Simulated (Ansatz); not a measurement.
**Cu2O (Pn-3m): a single-point run**

Aim: a sound single-point run of Cu2O (Pn-3m). The structure is shown as the input types it.

The COD entry's cell or inner coordinates are ideal or old and differ from later refinements, so a difference from it is no clean test against experiment.

Method: DFT PBE, spin-orbit coupling, plane waves, PAW, in Ansatz 0.2.0.

1 further run of the same task is left out (it didn't finish). Runs told in other sessions of the task aren't counted.

## Step 1: The system as given

It takes space group Pn-3m (No. 224, cubic). Conventional cell: a = 8.123 Å, b = 8.123 Å, c = 8.123 Å, α = 90.00°, β = 90.00°, γ = 90.00°. Cu (site symmetry -3m) has 2 O at 3.52 Å in its first shell of neighbours. O (site symmetry -43m) has 4 Cu at 3.52 Å in its first shell of neighbours.

Coordinates:

```
CELL_PARAMETERS angstrom
8.12322 0.00000 0.00000
0.00000 8.12322 0.00000
0.00000 0.00000 8.12322
ATOMIC_POSITIONS crystal
Cu 0.25000 0.25000 0.25000
Cu 0.25000 0.75000 0.75000
Cu 0.75000 0.75000 0.25000
Cu 0.75000 0.25000 0.75000
O 0.00000 0.00000 0.00000
O 0.50000 0.50000 0.50000
```

## Step 2: Running it

input.yaml

```yaml
crystal:
  lattice:
    - [8.12321508, 0.0, 0.0]
    - [0.0, 8.12321508, 0.0]
    - [0.0, 0.0, 8.12321508]
  atoms:
    - { symbol: Cu, position: [0.25, 0.25, 0.25] }
    - { symbol: Cu, position: [0.25, 0.75, 0.75] }
    - { symbol: Cu, position: [0.75, 0.75, 0.25] }
    - { symbol: Cu, position: [0.75, 0.25, 0.75] }
    - { symbol: O, position: [0.0, 0.0, 0.0] }
    - { symbol: O, position: [0.5, 0.5, 0.5] }
basis:
  ecutwfc: 420
  ecutrho_ratio: 4
kpoints:
  mp_grid: { grid: [8, 8, 8] }
hamiltonian:
  xc: pbe
scf:
  occupations: { method: gaussian, width: 0.05 }
  max_iter: 100
output:
  forces: true
  stress: true
magnetization:
  noncollinear: true
  spin_orbit: true
```

On the command line:

```bash
ansatz run input.yaml --threads 4 --pin off --max-ram 7168MiB --backend cpu --events-out ev --progress --plain --runs-dir out
```

What happens when this is run?

The program finished normally. That alone doesn't make the input a sound one.

Lengths in bohr were typed where ångström are read, so every distance is 1.89 times too long and the bonds are broken. The shortest distance in the input is 3.52 Å, between atoms 1 (Cu) and 5 (O).

The cure: convert the lengths to the unit that the input reads.
